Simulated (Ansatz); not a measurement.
## Strain response of Si₂Ni

All numbers below come from DFT PBEsol, scalar-relativistic, plane waves, PAW (Ansatz). Settings: 420 eV cutoff, 10×10×8 k-mesh, Gaussian smearing of 0.10 eV, no spin polarisation.

The relaxed crystal:

```xyz
6
Lattice="2.6957 2.6957 0.0000 -2.6957 2.6957 0.0000 0.0000 0.0000 5.3914" Properties=species:S:1:pos:R:3 pbc="T T T"
Si   -1.3478    1.3478    4.0435
Si    1.3478    1.3478    4.0435
Si    1.3478    1.3478    1.3478
Si   -1.3478    1.3478    1.3478
Ni    0.0000    0.0000    0.0000
Ni    0.0000    2.6957    2.6957
```

Deformation: biaxial strain in the a-b plane, with the length and tilt of c and the atoms relaxed, all within the symmetry that the strain leaves. Energies are extrapolated to zero smearing. On this cell's mesh the reference holds a stress of up to 0.51 GPa.

Q: Give the structure at -6.0 %.

A:
```xyz
6
Lattice="2.5340 2.5340 0.0000 -2.5340 2.5340 0.0000 0.0000 0.0000 5.8392" Properties=species:S:1:pos:R:3 pbc="T T T"
Si   -1.2670    1.2670    4.3794
Si    1.2670    1.2670    4.3794
Si    1.2670    1.2670    1.4598
Si   -1.2670    1.2670    1.4598
Ni    0.0000    0.0000    0.0000
Ni    0.0000    2.5340    2.9196
```
Space group I4/mmm (139), 54.0 meV/atom over the relaxed crystal.